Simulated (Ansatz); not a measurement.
**Li2Se (Fm-3m): exact exchange against the cheap answer (a further series)**

The task here is to estimate one member of a computed series from the others.

Program: Ansatz 0.2.0. Level of theory: DFT at several levels, plane waves, PAW. These are calculated values, not measurements.

1 further run of the same task is left out (it didn't finish). Runs told in other sessions of the task aren't counted.

### The structure to begin with

The structure is cubic, space group Fm-3m (No. 225). The conventional cell has a = 6.005 Å, b = 6.005 Å, c = 6.005 Å, α = 90.00°, β = 90.00°, γ = 90.00°. Li (site symmetry -43m) has 4 Se at 2.60 Å in its first shell of neighbours. Se (site symmetry m-3m) has 8 Li at 2.60 Å in its first shell of neighbours.

Structure file:

```cif
data_structure
_symmetry_space_group_name_H-M 'Fm-3m'
_symmetry_Int_Tables_number 225
_cell_length_a 6.0050
_cell_length_b 6.0050
_cell_length_c 6.0050
_cell_angle_alpha 90.000
_cell_angle_beta 90.000
_cell_angle_gamma 90.000
_cell_volume 216.54
loop_
_atom_site_label
_atom_site_type_symbol
_atom_site_symmetry_multiplicity
_atom_site_Wyckoff_symbol
_atom_site_fract_x
_atom_site_fract_y
_atom_site_fract_z
_atom_site_occupancy
Li1 Li 8 c 0.25000 0.75000 0.75000 1
Se1 Se 4 a 0.00000 0.00000 0.00000 1
```

An earlier run at PBE left this cell at 18.045 Å³/atom and 0.02 GPa (8×8×8 mesh), gap on the mesh 2.98 eV.

All runs below keep this geometry.

Levels to run, all on a 4×4×4 mesh: PBE0 form (fraction 0.4); HSE06 form (fraction 0.2); HSE06 form (fraction 0.1). Hardware: 4 threads of Arm Neoverse V1, shared host.

An earlier series ran PBE on this mesh: volume 18.045 Å³/atom, pressure 0.08 GPa, gap on the mesh 2.98 eV.

Set-up of the first run:

Input file input.yaml:

```yaml
crystal:
  lattice:
    - [0.0, 3.0024997683, 3.0024997683]
    - [3.0024997683, 0.0, 3.0024997683]
    - [3.0024997683, 3.0024997683, 0.0]
  atoms:
    - { symbol: Li, position: [0.25, 0.25, 0.25] }
    - { symbol: Li, position: [0.75, 0.75, 0.75] }
    - { symbol: Se, position: [0.0, 0.0, 0.0] }
basis:
  ecutwfc: 420
  ecutrho_ratio: 4
kpoints:
  mp_grid: { grid: [4, 4, 4] }
hamiltonian:
  xc: { exchange: pbe, correlation: pbe, exx: { coeff: 0.4 } }
scf:
  occupations: { method: gaussian, width: 0.05 }
  n_extra_bands: 10
output:
  forces: true
  stress: true
  eigenvalues: true
  populations: true
  dos: { projected: true, de: 0.02 }
```

Run with:

```console
> ansatz run input.yaml --threads 4 --pin off --max-ram 8192MiB --backend cpu --events-out ev --progress --plain --runs-dir out
```

Steps of the session up to this table: PBE0 form (fraction 0.4); HSE06 form (fraction 0.2); HSE06 form (fraction 0.1).

One table of the session follows, with a row left open; its other results are not shown here.

| level | gap on the mesh (eV) | pressure (GPa) |
| --- | --- | --- |
| PBE (earlier series) | 2.98 | 0.1 |
| PBE0 form (fraction 0.4) | ? | ? |
| HSE06 form (fraction 0.2) | 3.65 | -0.4 |
| HSE06 form (fraction 0.1) | 3.31 | -0.2 |

Q: Estimate the row for PBE0 form (fraction 0.4) from the others.

As computed: gap on the mesh (eV): 5.44; pressure (GPa): -0.9. In the column «gap on the mesh (eV)» it is the highest.

Against 2.98 eV at PBE, the runs with exact exchange give 3.31 (HSE06 form (fraction 0.1)) to 5.44 eV (PBE0 form (fraction 0.4)). Gaps are over this coarse mesh alone, and total energies of different levels can't be compared. The program warned that the SCF threshold is loose for the stress of this hybrid run.

Caveats from the session: Warnings in the runs' records: stress scf threshold loose, stress exchange threshold loose.
